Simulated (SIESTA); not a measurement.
Runs of SIESTA 5.4.2 on BeS. It takes space group F-43m (No. 216, cubic). The conventional cell has a = 4.850 Å, b = 4.850 Å, c = 4.850 Å, α = 90.00°, β = 90.00°, γ = 90.00°. S (site symmetry -43m) is surrounded by 4 Be at 2.10 Å. Be (site symmetry -43m) is surrounded by 4 S at 2.10 Å. 

| level | potentials or basis | gap on the mesh (eV) | pressure (GPa) |
| --- | --- | --- | --- |
| PBEsol | PseudoDojo 0.4 standard (PBEsol files), DZP (energy shift 0.003 Ry; two zetas on semicore shells) | 3.02 | -1.0 |
| LDA | PseudoDojo 0.4 standard (LDA files), DZP (energy shift 0.003 Ry; two zetas on semicore shells) | 3.02 | -3.8 |
| WC | PseudoDojo 0.4 standard (PBEsol files), DZP (energy shift 0.003 Ry; two zetas on semicore shells) | (a) | -0.5 |
| revPBE | PseudoDojo 0.4 standard (PBE files), DZP (energy shift 0.003 Ry; two zetas on semicore shells) | 3.22 | (c) |
| RPBE | PseudoDojo 0.4 standard (PBE files), DZP (energy shift 0.003 Ry; two zetas on semicore shells) | (b) | 4.1 |

Alike in all rows: task band structure; no spin polarisation; cell as given; k mesh 9 × 9 × 9; smearing fermi-dirac 0.05 eV; grid cutoff 800 Ry; energy shift 0.003 Ry.

Estimate the missing entries.

(a) 3.04; (b) 3.24; (c) 3.8.

Caveats: short orbitals over semicore shells can move pressures by several GPa; the mesh misses the band edges, which the band path finds closer together; the basis of atomic orbitals isn't converged, which shifts pressures, moduli and gaps; the potentials were made for another functional, which shifts forces and pressure (some runs).

Runs at the PBE level aren't shown here.
